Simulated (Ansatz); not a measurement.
**FeO (Wuestite) under changes of volume**

One of the cells (10.013 Å³/atom); the others are scaled copies at fixed shape and fractional positions:

```xyz
2
Lattice="0.0000 2.1554 2.1554 2.1554 0.0000 2.1554 2.1554 2.1554 0.0000" Properties=species:S:1:pos:R:3 pbc="T T T"
Fe    0.0000    0.0000    0.0000
O     2.1554    2.1554    2.1554
```

```yaml
Program: Ansatz 0.2.0
Functional: LDA
Potentials_or_basis: all-electron LAPW, scalar-relativistic
Cutoff: 349 eV (chosen from the basis error)
Basis_error_allowed: 0.001 eV/atom
k_mesh: 11 × 11 × 11
Occupations: fermi-dirac, width 0.05 eV
Spin: collinear spin, ferromagnetic start
Starting_moments: "[3.0, 0.0] μB"
```

```tsv
volume (Å³/atom)	energy over the lowest point (meV/atom)	pressure (GPa)	moment (μB per cell)
9.413	0.00	-4.9	3.96
9.613	8.19	-8.7	3.99
9.813	21.21	-12.3	4.00
10.013	38.72	-15.6	4.00
10.214	60.18	-18.6	4.00
10.414	?	?	?
10.614	113.16	-23.5	4.00
```

Question: What does the run at 10.414 Å³/atom give?

Answer: Energy over the lowest point 85.12 meV/atom; pressure -21.2 GPa; moment 4.00 μB per cell.

Worked out: A Birch-Murnaghan fit of order 3 (a polynomial in V^(-2/3)) to the other rows has its minimum at 9.22 Å³/atom, just outside them, with B0 = V·E''(V) = 225 GPa and B' = 4.1. It gives 85.10 meV/atom at 10.414 Å³/atom, against the run's 85.12, and -dE/dV = -21.3 GPa, against -21.2. A parabola through the other rows of the moment, of slope -0.0212 μB per Å³/atom there, gives 4.00 μB, against the run's 4.00.

Energies are extrapolated to zero smearing.

Caveats: a cell with one magnetic atom can't hold antiferromagnetic order, which such compounds often take.
